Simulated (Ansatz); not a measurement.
Hf, 2 atoms in the cell. Symmetry: P6_3/mmc, No. 194, hexagonal system. The conventional cell has a = 3.197 Å, b = 3.197 Å, c = 5.058 Å, α = 90.00°, β = 90.00°, γ = 120.00°. Hf (site symmetry -6m2) has 12 Hf at 3.13 to 3.20 Å as nearest neighbours. 

- Program: Ansatz 0.2.0
- Task: band structure
- Functional: PBEsol
- Potentials or basis: Ansatz PAW
- Cutoff: 420 eV (not typed: the program's choice for these potentials)
- k mesh: 10 × 10 × 5
- Occupations: fermi-dirac, width 0.05 eV
- Spin: spin-orbit coupling, no magnetisation
- Path: [["G", "M", "K", "G", "A", "L", "H", "A"], ["L", "M"], ["K", "H"]]
- Points for each segment of the path: 14

Potentials or basis: Ansatz PAW.

Command:

```sh
$ ansatz run input.yaml --threads 2 --pin off --max-ram 5632MiB --backend cpu --events-out ev --progress --plain --runs-dir out
```

Hardware: 2 threads of Arm Neoverse V1, on a shared host.

Task: Estimate the wall time of this run.

Result: It took 31 s on 2 threads of Arm Neoverse V1, on a shared host, peak memory 0.6 GiB. Counts: scf iterations 8, plane waves 881, k points 42, bands 58.
